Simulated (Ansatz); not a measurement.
# Straining Cu

These are results of DFT PBE, scalar-relativistic, plane waves, PAW in Ansatz 0.2.0, not measurements. Run with 420 eV cutoff, 20×20×14 k-mesh, Gaussian smearing of 0.10 eV, no spin polarisation.

Starting point, cell and atoms relaxed:

```
CELL_PARAMETERS angstrom
1.81490 1.81490 0.00000
-1.81490 1.81490 0.00000
0.00000 0.00000 3.62980
ATOMIC_POSITIONS crystal
Cu 0.00000 0.00000 0.00000
Cu 0.50000 0.50000 0.50000
```

Deformation: uniaxial strain along c, with the lengths of a and b and the atoms relaxed and the angles held, all within the symmetry that the strain leaves. Energies are extrapolated to zero smearing. On this cell's mesh the reference holds a stress of up to 0.14 GPa.

| strain (%) | ΔE (meV/atom) | a (Å) | b (Å) | c (Å) |
| --- | --- | --- | --- | --- |
| -6.0 | 8.5 | 2.638 | 2.638 | 3.412 |
| -4.0 | 3.9 | 2.612 | 2.612 | 3.485 |
| -2.0 | 0.8 | 2.589 | 2.589 | 3.557 |
| +0.0 | 0.0 | 2.567 | 2.567 | 3.630 |
| +2.0 | 1.6 | 2.548 | 2.548 | 3.702 |
| +4.0 | 5.9 | 2.529 | 2.529 | 3.775 |
| +6.0 | 12.6 | 2.513 | 2.513 | 3.848 |

Q: What stiffness (1/V) d²E/dε² at zero strain does a cubic fit over all points give?

A: A cubic fit gives (1/V) d²E/dε² = 78 GPa at zero strain (Young's modulus along this axis, angles held).

Q: How does the free axis a answer a small strain?

A: Between the innermost points its strain is -0.40 times the applied one.